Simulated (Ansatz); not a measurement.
Crystal: AlN.

```
CELL_PARAMETERS angstrom
0.00000 2.18399 2.18399
2.18399 0.00000 2.18399
2.18399 2.18399 0.00000
ATOMIC_POSITIONS crystal
Al 0.00000 0.00000 0.00000
N 0.25000 0.25000 0.25000
```

Measurements of this composition are mostly on another form, of space group No. 186.

Base run:

```yaml
Program: Ansatz 0.2.0
Functional: revPBE
Potentials_or_basis: all-electron LAPW, scalar-relativistic
Cutoff: 377 eV
Density_cutoff: 1510 eV
Basis_error_allowed: 0.001 eV/atom
k_mesh: 10 × 10 × 10
Occupations: fermi-dirac, width 0.05 eV
Spin: no spin polarisation
```

Its results: band gap on the k mesh 3.35 eV, indirect (least direct gap 4.21 eV); pressure 7.5 GPa.

**Question.** After a change of settings the same cell gave: band gap on the k mesh 3.36 eV, indirect (least direct gap 4.22 eV); pressure 8.4 GPa. Which change was it?
A. functional from revPBE to PBEsol
B. functional from revPBE to RPBE
C. functional from revPBE to BLYP; occupations from fermi-dirac, width 0.05 eV to tetrahedron
D. functional from revPBE to PBE

**Answer.** B.

Not every run made on this cell is shown here.
